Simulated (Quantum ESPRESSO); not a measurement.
A run of Quantum ESPRESSO 7.5 is set up as follows.

File pw.in:

```
&CONTROL
  calculation = 'scf'
  prefix = 'pwscf'
  outdir = './tmp'
  pseudo_dir = './pseudo'
  tprnfor = .true.
  tstress = .true.
  disk_io = 'low'
/
&SYSTEM
  ibrav = 0
  celldm(1) = 8
  nat = 10
  ntyp = 2
  ecutwfc = 45
  ecutrho = 360
  nbnd = 33
  occupations = 'smearing'
  smearing = 'fd'
  degauss = 0.00367493
/
&ELECTRONS
  conv_thr = 2d-09
  electron_maxstep = 120
  mixing_beta = 0.5
/
ATOMIC_SPECIES
Al    26.9815 al_lda_v1.uspp.F.UPF
O     15.9990 o_lda_v1.2.uspp.F.UPF
CELL_PARAMETERS alat
  0.5622525760176   0.3246166761072   1.0232552010573
 -0.5622525760176   0.3246166761072   1.0232552010573
  0.0000000000000  -0.6492333522380   1.0232552010573
ATOMIC_POSITIONS crystal
Al     0.8521600000    0.8521600000    0.8521600000
Al     0.6478400000    0.6478400000    0.6478400000
Al     0.1478400000    0.1478400000    0.1478400000
Al     0.3521600000    0.3521600000    0.3521600000
O      0.0566800000    0.7500000000    0.4433200000
O      0.7500000000    0.4433200000    0.0566800000
O      0.4433200000    0.0566800000    0.7500000000
O      0.9433200000    0.2500000000    0.5566800000
O      0.2500000000    0.5566800000    0.9433200000
O      0.5566800000    0.9433200000    0.2500000000
K_POINTS automatic
7 7 7 0 0 0
```

Contents of bands.in:

```
&CONTROL
  calculation = 'bands'
  prefix = 'pwscf'
  outdir = './tmp'
  pseudo_dir = './pseudo'
  disk_io = 'low'
  verbosity = 'high'
/
&SYSTEM
  ibrav = 0
  celldm(1) = 8
  nat = 10
  ntyp = 2
  ecutwfc = 45
  ecutrho = 360
  nbnd = 33
  occupations = 'smearing'
  smearing = 'fd'
  degauss = 0.00367493
/
&ELECTRONS
  conv_thr = 1d-08
  electron_maxstep = 120
  mixing_beta = 0.5
  diago_full_acc = .true.
  startingwfc = 'random'
/
ATOMIC_SPECIES
Al    26.9815 al_lda_v1.uspp.F.UPF
O     15.9990 o_lda_v1.2.uspp.F.UPF
CELL_PARAMETERS alat
  0.5622525760176   0.3246166761072   1.0232552010573
 -0.5622525760176   0.3246166761072   1.0232552010573
  0.0000000000000  -0.6492333522380   1.0232552010573
ATOMIC_POSITIONS crystal
Al     0.8521600000    0.8521600000    0.8521600000
Al     0.6478400000    0.6478400000    0.6478400000
Al     0.1478400000    0.1478400000    0.1478400000
Al     0.3521600000    0.3521600000    0.3521600000
O      0.0566800000    0.7500000000    0.4433200000
O      0.7500000000    0.4433200000    0.0566800000
O      0.4433200000    0.0566800000    0.7500000000
O      0.9433200000    0.2500000000    0.5566800000
O      0.2500000000    0.5566800000    0.9433200000
O      0.5566800000    0.9433200000    0.2500000000
K_POINTS crystal
60
 0.0000000000  0.0000000000  0.0000000000 1
 0.0625000000  0.0000000000  0.0000000000 1
 0.1250000000  0.0000000000  0.0000000000 1
 0.1875000000  0.0000000000  0.0000000000 1
 0.2500000000  0.0000000000  0.0000000000 1
 0.3125000000  0.0000000000  0.0000000000 1
 0.3750000000  0.0000000000  0.0000000000 1
 0.4375000000  0.0000000000  0.0000000000 1
 0.5000000000  0.0000000000  0.0000000000 1
 0.5000000000  0.0389600799 -0.0389600799 1
 0.5000000000  0.0779201598 -0.0779201598 1
 0.5000000000  0.1168802397 -0.1168802397 1
 0.5000000000  0.1558403196 -0.1558403196 1
 0.5000000000  0.1948003995 -0.1948003995 1
 0.5000000000  0.2337604794 -0.2337604794 1
 0.7662395206  0.5000000000  0.2337604794 1
 0.7282053033  0.5000000000  0.2717946967 1
 0.6901710861  0.5000000000  0.3098289139 1
 0.6521368689  0.5000000000  0.3478631311 1
 0.6141026517  0.5000000000  0.3858973483 1
 0.5760684344  0.5000000000  0.4239315656 1
 0.5380342172  0.5000000000  0.4619657828 1
 0.5000000000  0.5000000000  0.5000000000 1
 0.4285714286  0.4285714286  0.4285714286 1
 0.3571428571  0.3571428571  0.3571428571 1
 0.2857142857  0.2857142857  0.2857142857 1
 0.2142857143  0.2142857143  0.2142857143 1
 0.1428571429  0.1428571429  0.1428571429 1
 0.0714285714  0.0714285714  0.0714285714 1
 0.0000000000  0.0000000000  0.0000000000 1
 0.0366880240  0.0000000000 -0.0366880240 1
 0.0733760479  0.0000000000 -0.0733760479 1
 0.1100640719  0.0000000000 -0.1100640719 1
 0.1467520959  0.0000000000 -0.1467520959 1
 0.1834401199  0.0000000000 -0.1834401199 1
 0.2201281438  0.0000000000 -0.2201281438 1
 0.2568161678  0.0000000000 -0.2568161678 1
 0.2935041918  0.0000000000 -0.2935041918 1
 0.3301922157  0.0000000000 -0.3301922157 1
 0.3668802397  0.0000000000 -0.3668802397 1
 0.6331197603  0.3668802397  0.0000000000 1
 0.5887465069  0.4112534931  0.0000000000 1
 0.5443732534  0.4556267466  0.0000000000 1
 0.5000000000  0.5000000000  0.0000000000 1
 0.5665598801  0.5665598801  0.1168802397 1
 0.6331197603  0.6331197603  0.2337604794 1
 0.6141026517  0.6141026517  0.2717946967 1
 0.5950855431  0.5950855431  0.3098289139 1
 0.5760684344  0.5760684344  0.3478631311 1
 0.5570513258  0.5570513258  0.3858973483 1
 0.5380342172  0.5380342172  0.4239315656 1
 0.5190171086  0.5190171086  0.4619657828 1
 0.5000000000  0.5000000000  0.5000000000 1
 0.5000000000  0.0000000000  0.0000000000 1
 0.5443732534  0.0611467066  0.0611467066 1
 0.5887465069  0.1222934132  0.1222934132 1
 0.6331197603  0.1834401199  0.1834401199 1
 0.6774930137  0.2445868265  0.2445868265 1
 0.7218662671  0.3057335331  0.3057335331 1
 0.7662395206  0.3668802397  0.3668802397 1
```

Potentials or basis: GBRV 1.5 LDA.

The run is started by

```console
$ OMP_NUM_THREADS=1 mpirun -n 2 pw.x -nk 2 -in pw.in > pw.out
$ OMP_NUM_THREADS=1 mpirun -n 2 pw.x -nk 2 -in bands.in > bands.out
```

Problem. What does it give for the band gap along the path?

Solution. 6.15 eV, direct.

Problem. What does it give for the largest force?

Solution. 0.118 eV/Å.

Problem. Estimate the pressure.

Solution. -3.8 GPa.

Problem. What does it give for the band gap on the k mesh?

Solution. 6.15 eV, direct.

Forces on the atoms (eV/Å):
```
Al   0.000  0.000 -0.052
Al   0.000  0.000  0.052
Al   0.000  0.000  0.052
Al   0.000  0.000 -0.052
O   -0.059 -0.102  0.000
O   -0.059  0.102  0.000
O    0.118  0.000  0.000
O    0.059  0.102  0.000
O    0.059 -0.102  0.000
O   -0.118  0.000  0.000
```

**What was measured.**

From “Multi-petahertz electron interference in Cr:Al2O3 solid-state material”, 2018, pmc:5906618, for a bulk crystal of Al2O3: band gap 8.7 eV (optical).

Measured gap of Al2O3: 8.7 eV (optical; quoted in “Multi-petahertz electron interference in Cr:Al2O3 solid-state material”, 2018, pmc:5906618). This calculation gives 6.15 eV (-2.55 eV). The value is that of LDA, without temperature or zero-point motion. Semilocal functionals fall short of measured gaps as a rule.
